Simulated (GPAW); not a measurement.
Runs of GPAW 26.7.0 on BAs. Symmetry: F-43m, No. 216, cubic system. The conventional cell has a = 4.777 Å, b = 4.777 Å, c = 4.777 Å, α = 90.00°, β = 90.00°, γ = 90.00°. As (site symmetry -43m) has 4 B at 2.07 Å as nearest neighbours. Around B (site symmetry -43m) lie 4 As at 2.07 Å. 

```tsv
task	level	potentials or basis	spin	cell	k mesh	optimizer	fmax	max steps	convergence	data set	gap on the mesh (eV)	pressure (GPa)	relaxed volume (Å³/atom)
relaxation of cell and atoms	PBEsol+D3(BJ)	PAW data sets generated in the run's folder for this functional, pw	off	relaxed	10 × 10 × 10	BFGS	0.02 eV/Å	60	density=1e-05 forces=0.0001	-	1.06	0.1	13.28
band structure	revTPSS	GPAW PAW data sets (gpaw-data 1.2.1), pw	SOC, no magnetisation	as given	8 × 8 × 8	-	-	-	-	-	(b)	0.5	-
relaxation of cell and atoms	PBEsol+D3(BJ)+ATM	PAW data sets generated in the run's folder for this functional, pw	off	relaxed	10 × 10 × 10	BFGS	0.02 eV/Å	60	density=1e-05 forces=0.0001	-	1.06	0.1	13.33
relaxation of cell and atoms	PBEsol+D4	PAW data sets generated in the run's folder for this functional, pw	off	relaxed	10 × 10 × 10	BFGS	0.02 eV/Å	60	density=1e-05 forces=0.0001	-	1.06	0.0	13.36
relaxation of cell and atoms	PBEsol+D3	PAW data sets generated in the run's folder for this functional, pw	off	relaxed	10 × 10 × 10	BFGS	0.02 eV/Å	60	density=1e-05 forces=0.0001	-	(a)	0.0	13.41
```

Alike in all rows: cutoff (eV) 800; smearing fermi-dirac 0.05 eV.

**Question.** Fill in the values left out.

**Answer.** (a) 1.07; (b) 1.03.

Caveats: later steps reuse the first step's grids (some runs); spin-orbit coupling was added after a scalar SCF, so levels and gaps hold it while energy, forces, pressure and moments don't (some runs); this program's spin-orbit splittings come out too wide for heavy elements (some runs); the PAW data sets were made with another functional, which shifts forces and pressure a little (some runs).

A k mesh can miss the band edges, and rows without SOC leave out spin-orbit coupling on As.
